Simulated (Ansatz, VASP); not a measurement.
Two plane-wave programs on SiC

```
Si C
1.0
     0.00000    2.14955    2.14955
     2.14955    0.00000    2.14955
     2.14955    2.14955    0.00000
Si C
1 1
Cartesian
  0.0000 0.0000 0.0000
  1.0748 1.0748 1.0748
```

Change from the starting cell: volume scaled by 0.96, ions relaxed.

Alike in both runs: functional PBE; k mesh 17 × 17 × 17; occupations fermi-dirac, width 0.02 eV; no spin polarisation.

Ansatz relaxed the structure, and its values are those at the end. VASP's run is a single point on that final structure, the one shown.

|  | VASP | Ansatz |
| --- | --- | --- |
| version | VASP 6.6.1 | Ansatz 0.2.0 |
| potentials or method | VASP PAW PBE potentials, release 64 (Si, C) | plane-wave PAW, scalar-relativistic |
| plane-wave cutoff (eV) | 520 | 420 |
| valence electrons in the cell | 8 | 8 |

VASP gave:

* gap on the k mesh at the Fermi level (eV): 1.36
* pressure (GPa): 13.1

Question: What did Ansatz give for the same quantities?

Answer: gap on the k mesh at the Fermi level (eV): 1.36; pressure (GPa): 13.2.

Ansatz warned: «stress_scf_threshold_loose».

Caveats: an odd mesh through Γ misses points on the zone boundary, where band edges often lie.
